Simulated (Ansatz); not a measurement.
# MoS2 in Ansatz: the effect of functional

The system is MoS2, a slab with vacuum.

```
Mo S
1.0
     3.18372    0.00000    0.00000
    -1.59186    2.75718    0.00000
     0.00000    0.00000   34.47924
Mo S
4 8
Direct
  0.33333 0.66667 0.09356
  0.33333 0.66667 0.72090
  0.66667 0.33333 0.27910
  0.66667 0.33333 0.90644
  0.66667 0.33333 0.04855
  0.66667 0.33333 0.67591
  0.33333 0.66667 0.23409
  0.33333 0.66667 0.86143
  0.66667 0.33333 0.13857
  0.66667 0.33333 0.76591
  0.33333 0.66667 0.32409
  0.33333 0.66667 0.95145
```

Alike in all runs:

```yaml
Program: Ansatz 0.2.0
Task: projected density of states
Potentials_or_basis: Ansatz PAW
k_mesh: 10 × 10 × 1
Occupations: fermi-dirac, width 0.05 eV
Spin: no spin polarisation
```

Question: One run gave: gap on the mesh 1.31 eV; largest force 0.02 eV/Å. Which functional did it use?
A. r2SCAN
B. PBEsol
C. LDA

Answer: A.

```csv
functional,cutoff,gap on the mesh (eV),largest force (eV/Å)
LDA,420 eV (not typed: the program's choice for these potentials),1.18,0.39
PBEsol,420 eV (not typed: the program's choice for these potentials),1.22,0.15
r2SCAN,500 eV (not typed: the program's choice for these potentials),1.31,0.02
```

Caveats: the PAW data sets come from PBE, with cores solved anew for the run's functional, which leaves a small shift of forces and pressure; the density of states is complete only up to the lowest level of the last band computed.

A k mesh can miss the band edges.
